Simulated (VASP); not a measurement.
# WS2 under changes of volume

One of the cells (28.372 Å³/atom); the others are scaled copies at fixed shape and fractional positions:

```
W S
1.0
     3.20403    0.00000    0.00000
    -1.60202    2.77477    0.00000
     0.00000    0.00000   28.72118
W S
3 6
Direct
  0.66667 0.33333 0.43436
  0.66667 0.33333 0.88553
  0.00000 0.00000 0.65929
  0.66667 0.33333 0.60463
  0.00000 0.00000 0.37971
  0.00000 0.00000 0.83085
  0.66667 0.33333 0.71395
  0.00000 0.00000 0.48903
  0.00000 0.00000 0.94019
```

- Program: VASP 6.6.1
- Functional: PBEsol
- Potentials or basis: VASP PAW PBE potentials, release 64 (W_sv, S)
- Cutoff: 520 eV
- k mesh: 10 × 10 × 1
- Occupations: fermi-dirac, width 0.05 eV
- Spin: no spin polarisation

| volume (Å³/atom) | energy over the lowest point (meV/atom) | largest force (eV/Å) |
| --- | --- | --- |
| 26.146 | 19.40 | 1.118 |
| 26.703 | 5.33 | 0.687 |
| 27.259 | 0.00 | 0.289 |
| 28.372 | ? | ? |
| 28.928 | 27.86 | 0.762 |
| 29.484 | 49.33 | 1.056 |

Problem. What does the run at 28.372 Å³/atom give?

Solution. Energy over the lowest point 12.03 meV/atom; largest force 0.444 eV/Å.

Worked out: A Birch-Murnaghan fit of order 3 (a polynomial in V^(-2/3)) to the other rows has its minimum at 27.35 Å³/atom with B0 = V·E''(V) = 109 GPa and B' = 4.3 at fixed shape and positions, which overstates the stiffness. It gives 12.04 meV/atom at 28.372 Å³/atom, against the run's 12.03.

Energies are extrapolated to zero smearing.

Caveats: the PAW data sets were made with another functional, which shifts forces and pressure a little.
